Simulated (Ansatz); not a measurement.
# Charge transition levels of the H interstitial in ZnS, term by term

Level of theory: Ansatz 0.2.0, DFT PBE, scalar-relativistic, plane waves, PAW. Settings: 420 eV cutoff, 2×2×2 k-mesh, shifted by half a step, Gaussian smearing of 0.01 eV, collinear spin in charge 0 alone.

Host crystal, relaxed:

```
Zn S
1.0
     0.00000    2.72115    2.72115
     2.72115    0.00000    2.72115
     2.72115    2.72115    0.00000
Zn S
1 1
Direct
  0.00000 0.00000 0.00000
  0.25000 0.25000 0.25000
```

The H interstitial was set at (0.500, 0.500, 0.500) of the host cell, in a supercell of 32 sites (645 Å³), relaxed at fixed cell in each charge q. The host's Kohn–Sham gap is 2.02 eV and its static dielectric constant 9.4 (mean). For each charge: the supercell's free energy over the neutral one with q electrons exchanged at the valence band top, F(q) − F(0) + qE_v; the image-charge term; and the term that aligns the potential far from the defect with the host's.

| q | F(q) − F(0) + qE_v (eV) | image charge (eV) | alignment (eV) |
| --- | --- | --- | --- |
| +1 | -0.875 | 0.257 | -0.019 |
| 0 | 0.000 | 0.000 | 0.000 |
| -1 | 2.062 | 0.257 | -0.047 |

Problem. Add the terms and find the levels between neighbouring charges, ε(q/q′) = [A(q′) − A(q)]/(q − q′), with and without the two corrections.

Solution. A(q): -0.637 eV for +1, 0.000 eV for 0, 2.272 eV for -1.
| level | corrected (eV over E_v) | uncorrected (eV) |
| --- | --- | --- |
| (+1/0) | 0.64 | 0.87 |
| (0/-1) | 2.27 | 2.06 |

As a check, a point charge in a simple cubic cell of this volume has q²αe²/(2εL) = 0.252 q² eV (e² = 14.40 eV Å, α = 2.837, L = 8.64 Å); the shape of the real cell can change it somewhat. The term grows as q², so it pushes donor levels down and acceptor levels up. The program doubts the alignment for q = +1, so levels beside it are uncertain by about that term.

Problem. Which of these charges is lowest with the Fermi level at the valence band top, at mid-gap and at the conduction band bottom?

Solution. The line A(q) + qE_F that lies lowest gives the charge: +1 at E_F = 0.00 eV, 0 at E_F = 1.01 eV, 0 at E_F = 2.02 eV. (0/-1) falls outside this Kohn–Sham gap, so the change of charge isn't reached within it; the real gap is usually wider and may hold a localised level, while a level that comes from a carrier in the host's bands only marks the band edge and moves with it. Charges beyond those computed could lie lower near the band edges.

Problem. The neutral defect forms at 2.56 eV with atoms taken from and returned to the elements. What are the formation energies at those three Fermi levels, and what share of sites would hold the defect at 1200 K with E_F at mid-gap, if the host still stood at that temperature?

Solution. E_f = E_f(0) + A(q) + qE_F = 1.92, 2.56, 2.56 eV. In the dilute limit the share is exp(−E_f/k_BT) = exp(−2.561/0.1034) = 1.8×10⁻¹¹, leaving out degeneracy and vibrational entropy. This is the H-rich limit; a poorer supply of H, or a competing compound of it, raises E_f. The small cell and the narrow Kohn–Sham gap leave errors of tenths of an eV or more, which change the share by orders of magnitude.